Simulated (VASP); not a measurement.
Wanted: the native input for a VASP 6.6.1 run.

```
Task                   : relaxation of cell and atoms
Functional             : PBE
Potentials or basis    : VASP PAW PBE potentials, release 64 (Sr_sv, Cl)
Cutoff                 : 300 eV
k mesh                 : 4 × 4 × 4
Occupations            : gaussian, width 0.03 eV
Spin                   : no spin polarisation
Further INCAR settings : ALGO = Normal; EDIFF = 1e-06; IBRION = 2; EDIFFG = -0.01; NSW = 90; ISIF = 3
```

The structure of SrCl2 lies in POSCAR:

```
SrCl2
1.0
    0.0000000000      3.4883500000      3.4883500000
    3.4883500000      0.0000000000      3.4883500000
    3.4883500000      3.4883500000      0.0000000000
Sr Cl
1 2
Direct
    0.0000000000      0.0000000000      0.0000000000
    0.2500000000      0.2500000000      0.2500000000
    0.7500000000      0.7500000000      0.7500000000
```

The input as run:

INCAR

```
SYSTEM = SrCl2
ALGO = Normal
EDIFF = 1E-6
EDIFFG = -0.01
ENCUT = 300
GGA = PE
IBRION = 2
ISIF = 3
ISMEAR = 0
LASPH = .True.
LCHARG = .False.
LREAL = .False.
LWAVE = .False.
NELM = 80
NSW = 90
PREC = Accurate
SIGMA = 0.03
```

KPOINTS

```
k-points
0
Gamma
  4 4 4
  0 0 0
```

Potentials or basis: VASP PAW PBE potentials, release 64 (Sr_sv, Cl).

Command:

```sh
$ cat potpaw_PBE.64/Sr_sv/POTCAR potpaw_PBE.64/Cl/POTCAR > POTCAR
$ mpirun -np 1 vasp_std > vasp.out
```

Results of the run:

```yaml
Relaxed_volume: 28.89 Å³/atom
Relaxed_cell: a = 4.967 Å, b = 4.967 Å, c = 4.967 Å, α = 60.00°, β = 60.00°, γ = 60.00°
Space_group_after_relaxing_to_0.05_Å: Fm-3m (No. 225)
Energy_gained_by_relaxing: 1.5 meV/atom
Ionic_steps: 2
Pressure_after_relaxing: 0.0 GPa
Band_gap_on_the_k_mesh: 5.25 eV, indirect (least direct gap 5.51 eV)
```

Caveat: the cutoff is under 1.25 times the usual one of these potentials, so pressure, stress and relaxed cells hold a basis-set (Pulay) error.

Run time: 11 s on 1 thread of Intel(R) Xeon(R) Platinum 8259CL CPU @ 2.50GHz (Skylake/Cascade Lake), with other jobs on the host, peak memory 0.15 GiB.
